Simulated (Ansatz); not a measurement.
```
AlN
1.0
    3.27104     0.00000     0.00000
   -1.63552     2.83280     0.00000
    0.00000     0.00000     4.79373
Al N
2 2
Cartesian
  0.00000   1.88853  -0.05873
  1.63552   0.94427   2.33813
  0.00000   1.88853   1.85638
  1.63552   0.94427   4.25325
```

All values below come from r2SCAN with spin-orbit coupling, rigid bands (plane waves, PAW; Ansatz, an electronic-structure program). Condition of this run: biaxial stress in the c plane of -18 GPa (compression positive) (the target of the relaxation). Geometry: cell and atoms relaxed with PBEsol, then loaded as said.

Task: What conductivity effective mass do dilute electrons have at 300 K?

Result: 0.28 (x), 0.28 (y), 0.31 (z) mₑ.

Task: What conductivity effective mass do dilute holes have at 300 K?

Result: 2.2 (x), 2.2 (y), 0.32 (z) mₑ.

Task: And the band gap?

Result: 3.78 eV at this level; semilocal functionals usually fall short of the measured gap.

Rigid bands, one relaxation time for all states, no polarons. Geometry: cell and atoms relaxed with PBEsol.
